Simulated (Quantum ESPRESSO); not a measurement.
# CsBr (Pm-3m) in Quantum ESPRESSO: tuning diagonalization

Aim: find the choice of diagonalization that runs CsBr fastest, at PBEsol. This setting moves, with any that are tied to it; all else stays.

Program: Quantum ESPRESSO 7.5. These are calculated values, not measurements. Logs are shortened: lines on timing, memory, paths and dates and some standing lists are left out, and cuts for length are marked.

### 1 The structure

It takes space group Pm-3m (No. 221, cubic). The conventional cell has a = 4.326 Å, b = 4.326 Å, c = 4.326 Å, α = 90.00°, β = 90.00°, γ = 90.00°. Cs (site symmetry m-3m) is surrounded by 8 Br at 3.75 Å. Around Br (site symmetry m-3m) lie 8 Cs at 3.75 Å.

The cell comes from a database or a generator and needn't be the stable form of this composition.

### 2 With diagonalization david

File pw.in:

```
&CONTROL
  calculation = 'scf'
  prefix = 'pwscf'
  outdir = './tmp'
  pseudo_dir = './pseudo'
  tprnfor = .true.
  tstress = .true.
  disk_io = 'nowf'
/
&SYSTEM
  ibrav = 0
  nat = 2
  ntyp = 2
  ecutwfc = 76
  nbnd = 20
  occupations = 'smearing'
  smearing = 'mp'
  degauss = 0.00999582
/
&ELECTRONS
  conv_thr = 4d-10
  electron_maxstep = 80
  mixing_beta = 0.5
  diagonalization = 'david'
/
ATOMIC_SPECIES
Cs   132.9055 Cs.upf
Br    79.9040 Br.upf
CELL_PARAMETERS angstrom
   4.3256222200    0.0000000000    0.0000000000
   0.0000000000    4.3256222200    0.0000000000
   0.0000000000    0.0000000000    4.3256222200
ATOMIC_POSITIONS crystal
Cs     0.0000000000    0.0000000000    0.0000000000
Br     0.5000000000    0.5000000000    0.5000000000
K_POINTS automatic
6 6 6 0 0 0
```

Potentials or basis: PseudoDojo 0.4 SR PBEsol stringent.

Launch:

```
$ OMP_NUM_THREADS=1 mpirun -n 8 pw.x -nk 4 -in pw.in > pw.out
```

pw.out:

```text
This program is part of the open-source Quantum ESPRESSO suite
     for quantum simulation of materials; please cite
[... 6 lines left out ...]
     using ibrav=0 with symmetry is DISCOURAGED, use correct ibrav instead

     K-points division:     npool     =       4
     Subspace diagonalization in iterative solution of the eigenvalue problem:
     a serial algorithm will be used

     --------------------
     sticks:   dense  smooth     PW     G-vecs:    dense   smooth      PW
     Min         808     808    240                24442    24442    3844
     Max         809     809    241                24443    24443    3845
     Sum        1617    1617    481                48885    48885    7689

     Using Slab Decomposition

     bravais-lattice index     =            0
     lattice parameter (alat)  =       8.1742  a.u.
     unit-cell volume          =     546.1883 (a.u.)^3
     number of atoms/cell      =            2
     number of atomic types    =            2
     number of electrons       =        26.00
     number of Kohn-Sham states=           20
     kinetic-energy cutoff     =      76.0000  Ry
     charge density cutoff     =     304.0000  Ry
     scf convergence threshold =      4.0E-10
     mixing beta               =       0.5000
     number of iterations used =            8  plain     mixing
     Exchange-correlation= PBESOL
                           (   1   4  10   8   0   0   0)

     celldm(1)=   8.174241  celldm(2)=   0.000000  celldm(3)=   0.000000
     celldm(4)=   0.000000  celldm(5)=   0.000000  celldm(6)=   0.000000

     crystal axes: (cart. coord. in units of alat)
               a(1) = (   1.000000   0.000000   0.000000 )
               a(2) = (   0.000000   1.000000   0.000000 )
               a(3) = (   0.000000   0.000000   1.000000 )

     reciprocal axes: (cart. coord. in units 2 pi/alat)
               b(1) = (  1.000000  0.000000  0.000000 )
               b(2) = (  0.000000  1.000000  0.000000 )
               b(3) = (  0.000000  0.000000  1.000000 )

     PseudoPot. # 1 for Cs read from file:
     Cs.upf
     Pseudo is Norm-conserving + core correction, Zval =  9.0
     Generated using ONCVPSP code by D. R. Hamann
     Using radial grid of 2384 points,  8 beta functions with:
                l(1) =   0
                l(2) =   0
                l(3) =   1
                l(4) =   1
                l(5) =   2
                l(6) =   2
                l(7) =   3
                l(8) =   3

     PseudoPot. # 2 for Br read from file:
     Br.upf
     Pseudo is Norm-conserving + core correction, Zval = 17.0
     Generated using ONCVPSP code by D. R. Hamann
     Using radial grid of 1098 points,  6 beta functions with:
                l(1) =   0
                l(2) =   0
                l(3) =   1
                l(4) =   1
                l(5) =   2
                l(6) =   2

     atomic species   valence    mass     pseudopotential
     Cs                9.00   132.90550     Cs( 1.00)
     Br               17.00    79.90400     Br( 1.00)

     48 Sym. Ops., with inversion, found

   Cartesian axes

     site n.     atom                  positions (alat units)
         1        Cs     tau(   1) = (   0.0000000   0.0000000   0.0000000  )
         2        Br     tau(   2) = (   0.5000000   0.5000000   0.5000000  )

     number of k points=    20  Methfessel-Paxton smearing, width (Ry)=  0.0100
                       cart. coord. in units 2pi/alat
        k(    1) = (   0.0000000   0.0000000   0.0000000), wk =   0.0092593
        k(    2) = (   0.0000000   0.0000000   0.1666667), wk =   0.0555556
        k(    3) = (   0.0000000   0.0000000   0.3333333), wk =   0.0555556
        k(    4) = (   0.0000000   0.0000000  -0.5000000), wk =   0.0277778
        k(    5) = (   0.0000000   0.1666667   0.1666667), wk =   0.1111111
        k(    6) = (   0.0000000   0.1666667   0.3333333), wk =   0.2222222
[... 12 lines left out ...]
        k(   19) = (   0.3333333  -0.5000000  -0.5000000), wk =   0.0555556
        k(   20) = (  -0.5000000  -0.5000000  -0.5000000), wk =   0.0092593

     Dense  grid:    48885 G-vectors     FFT dimensions: (  45,  45,  45)

     Initial potential from superposition of free atoms

     starting charge      25.9634, renormalised to      26.0000
     Starting wfcs are   14 randomized atomic wfcs +    6 random wfcs

     Self-consistent Calculation

     iteration #  1     ecut=    76.00 Ry     beta= 0.50
     Davidson diagonalization with overlap
     ethr =  1.00E-02,  avg # of iterations =  6.8

     Threshold (ethr) on eigenvalues was too large:
     Diagonalizing with lowered threshold

     Davidson diagonalization with overlap
     ethr =  1.52E-04,  avg # of iterations =  6.5

     total energy              =    -317.56653063 Ry
     estimated scf accuracy    <       0.03881338 Ry

     iteration #  2     ecut=    76.00 Ry     beta= 0.50
     Davidson diagonalization with overlap
     ethr =  1.49E-04,  avg # of iterations =  2.5
[... 36 lines left out ...]
     total energy              =    -317.57472399 Ry
     estimated scf accuracy    <       0.00000002 Ry

     iteration #  8     ecut=    76.00 Ry     beta= 0.50
     Davidson diagonalization with overlap
     ethr =  6.91E-11,  avg # of iterations =  2.6

     End of self-consistent calculation

          k = 0.0000 0.0000 0.0000 (  6043 PWs)   bands (ev):

   -54.6850 -54.6850 -54.6850 -54.6840 -54.6840 -16.1426  -8.7085  -2.7208
    -2.7208  -2.7208   3.6394   3.6394   3.6394   7.8808   8.4982   8.4982
    12.6843  12.6843  12.6843  15.6094

          k = 0.0000 0.0000 0.1667 (  6111 PWs)   bands (ev):

   -54.6850 -54.6850 -54.6850 -54.6840 -54.6840 -16.1306  -8.7106  -2.8233
    -2.6966  -2.6966   3.2347   3.5936   3.5936   8.5267   8.6716   9.0809
    12.5081  12.5081  12.8200  13.9977
[... 37 lines left out ...]
          k = 0.0000 0.3333-0.5000 (  6110 PWs)   bands (ev):

   -54.6850 -54.6850 -54.6850 -54.6840 -54.6839 -16.0630  -8.6385  -3.2311
    -3.1300  -2.5754   2.8938   3.1463   3.5945   9.0892   9.3700  11.1126
    11.1470  12.2331  13.5793  14.5074

          k = 0.0000-0.5000-0.5000 (  6152 PWs)   bands (ev):

   -54.6850 -54.6850 -54.6850 -54.6840 -54.6839 -16.0525  -8.6104  -3.2791
    -3.2791  -2.5597   3.0691   3.0691   3.6462   8.7877   9.0197  10.7981
    10.7981  14.2842  14.2843  14.9246

          k = 0.1667 0.1667 0.1667 (  6112 PWs)   bands (ev):

   -54.6850 -54.6850 -54.6850 -54.6840 -54.6840 -16.1078  -8.6961  -2.8407
    -2.8407  -2.7394   3.1191   3.3843   3.3843   9.3520   9.5644   9.5644
    11.7892  11.7892  12.4365  15.1489
[... 19 lines left out ...]
          k = 0.1667 0.3333-0.5000 (  6106 PWs)   bands (ev):

   -54.6850 -54.6850 -54.6850 -54.6840 -54.6839 -16.0531  -8.6185  -3.2109
    -3.0952  -2.7285   2.8442   2.9842   3.3807   9.6417   9.8027  10.9983
    11.2285  12.3588  13.3658  14.7904

          k = 0.1667-0.5000-0.5000 (  6104 PWs)   bands (ev):

   -54.6850 -54.6850 -54.6850 -54.6840 -54.6839 -16.0428  -8.5928  -3.2379
    -3.2379  -2.7058   2.9262   2.9262   3.3011   9.4350   9.6911  10.9263
    10.9263  13.9625  13.9625  15.0272

          k = 0.3333 0.3333 0.3333 (  6079 PWs)   bands (ev):

   -54.6850 -54.6850 -54.6850 -54.6839 -54.6839 -16.0435  -8.5982  -3.0468
    -3.0331  -3.0331   2.8291   2.8291   3.0387  10.2748  11.1715  11.1715
    11.5379  11.7916  11.7916  15.7266

          k = 0.3333 0.3333-0.5000 (  6096 PWs)   bands (ev):

   -54.6850 -54.6850 -54.6850 -54.6839 -54.6839 -16.0332  -8.5777  -3.1712
    -3.0428  -2.9926   2.7137   2.7186   2.9816  10.4947  10.6691  11.3767
    11.6365  12.2564  12.9537  15.0342

          k = 0.3333-0.5000-0.5000 (  6080 PWs)   bands (ev):

   -54.6850 -54.6850 -54.6850 -54.6839 -54.6839 -16.0231  -8.5570  -3.1518
    -3.1518  -2.9786   2.6459   2.6459   2.7442  11.0391  11.1029  11.3346
    11.3346  13.1703  13.1703  15.1902

          k =-0.5000-0.5000-0.5000 (  6008 PWs)   bands (ev):

   -54.6850 -54.6850 -54.6850 -54.6839 -54.6839 -16.0132  -8.5388  -3.1067
    -3.1067  -3.1067   2.5080   2.5080   2.5080  11.7920  11.7920  11.7920
    12.5289  12.5289  12.5289  14.9133

     the Fermi energy is     5.6598 ev

!    total energy              =    -317.57472399 Ry
     estimated scf accuracy    <          6.3E-11 Ry
     smearing contrib. (-TS)   =       0.00000000 Ry
     internal energy E=F+TS    =    -317.57472399 Ry

     The total energy is F=E-TS. E is the sum of the following terms:
     one-electron contribution =    -203.73378397 Ry
     hartree contribution      =     102.44352358 Ry
     xc contribution           =     -57.83642855 Ry
     ewald contribution        =    -158.44803504 Ry

     convergence has been achieved in   8 iterations

     Forces acting on atoms (cartesian axes, Ry/au):

     atom    1 type  1   force =     0.00000000    0.00000000    0.00000000
     atom    2 type  2   force =     0.00000000    0.00000000    0.00000000

     Total force =     0.000000     Total SCF correction =     0.000000

     Computing stress (Cartesian axis) and pressure

          total   stress  (Ry/bohr**3)                   (kbar)     P=       -8.23
  -0.00005591   0.00000000   0.00000000           -8.23        0.00        0.00
   0.00000000  -0.00005591   0.00000000            0.00       -8.23        0.00
   0.00000000   0.00000000  -0.00005591            0.00        0.00       -8.23

=------------------------------------------------------------------------------=
   JOB DONE.
=------------------------------------------------------------------------------=
```

It took 9.6 s on 8 MPI ranks of Arm Neoverse N1, host not shared; peak memory 0.48 GiB.

What came out:

```yaml
Free_energy: -4320.8242 eV
Pressure: -0.8 GPa
Band_gap_on_the_k_mesh: 4.23 eV, indirect (least direct gap 4.24 eV)
```

### 3 With diagonalization cg

Changes to pw.in since step 2:

```diff
@@ -23,3 +23,3 @@
   mixing_beta = 0.5
-  diagonalization = 'david'
+  diagonalization = 'cg'
 /
```

Potentials or basis: PseudoDojo 0.4 SR PBEsol stringent.

Launch:

```
$ OMP_NUM_THREADS=1 mpirun -n 8 pw.x -nk 4 -in pw.in > pw.out
```

Wall time 17 s (8 MPI ranks of Arm Neoverse N1, host not shared); peak memory 0.56 GiB.

The run converged. Its results:

| Property | Result |
| --- | --- |
| Free energy | -4320.8242 eV |
| Pressure | -0.8 GPa |
| Band gap on the k mesh | 4.23 eV, indirect (least direct gap 4.24 eV) |

### 4 With diagonalization paro

Changes to pw.in since step 3:

```diff
@@ -23,3 +23,3 @@
   mixing_beta = 0.5
-  diagonalization = 'cg'
+  diagonalization = 'paro'
 /
```

Launch:

```
$ OMP_NUM_THREADS=1 mpirun -n 8 pw.x -nk 4 -in pw.in > pw.out
```

Wall time 21 s (8 MPI ranks of Arm Neoverse N1, host not shared); peak memory 0.48 GiB.

Results (log left out):

```
Free energy            : -4320.8242 eV
Pressure               : -0.8 GPa
Band gap on the k mesh : 4.23 eV, indirect (least direct gap 4.24 eV)
```

### 5 With diagonalization rmm-davidson

Changes to pw.in since step 4:

```diff
@@ -23,3 +23,3 @@
   mixing_beta = 0.5
-  diagonalization = 'paro'
+  diagonalization = 'rmm-davidson'
 /
```

Launch:

```
$ OMP_NUM_THREADS=1 mpirun -n 8 pw.x -nk 4 -in pw.in > pw.out
```

It took 11 s on 8 MPI ranks of Arm Neoverse N1, host not shared; peak memory 0.56 GiB.

Results (log left out):

* Free energy: -4320.8242 eV
* Pressure: -0.8 GPa
* Band gap on the k mesh: 4.23 eV, indirect (least direct gap 4.24 eV)

### 6 With diagonalization rmm-paro

Changes to pw.in since step 5:

```diff
@@ -23,3 +23,3 @@
   mixing_beta = 0.5
-  diagonalization = 'rmm-davidson'
+  diagonalization = 'rmm-paro'
 /
```

Potentials or basis: PseudoDojo 0.4 SR PBEsol stringent.

Launch:

```
$ OMP_NUM_THREADS=1 mpirun -n 8 pw.x -nk 4 -in pw.in > pw.out
```

It took 19 s on 8 MPI ranks of Arm Neoverse N1, host not shared; peak memory 0.56 GiB.

Results (log left out):

```yaml
Free_energy: -4320.8242 eV
Pressure: -0.8 GPa
Band_gap_on_the_k_mesh: 4.23 eV, indirect (least direct gap 4.24 eV)
```

### 7 Result

| diagonalization | energy less the last converged row (meV/atom) | SCF cycles | wall time (s) |
| --- | --- | --- | --- |
| david | 0.00 | 8 | 9.6 |
| cg | 0.00 | 12 | 17 |
| paro | 0.00 | 8 | 21 |
| rmm-davidson | 0.00 | 9 | 11 |
| rmm-paro | 0.00 | 11 | 19 |

Fastest here: david (9.6 s), level within noise with rmm-davidson; slowest of those that converged: paro (21 s). These are single runs, one after another on one machine, so differences under about a fifth mean little.

Caveats: this smearing can shift energies of a crystal with a gap; spin-orbit coupling is left out, which moves the levels of the heavy elements.
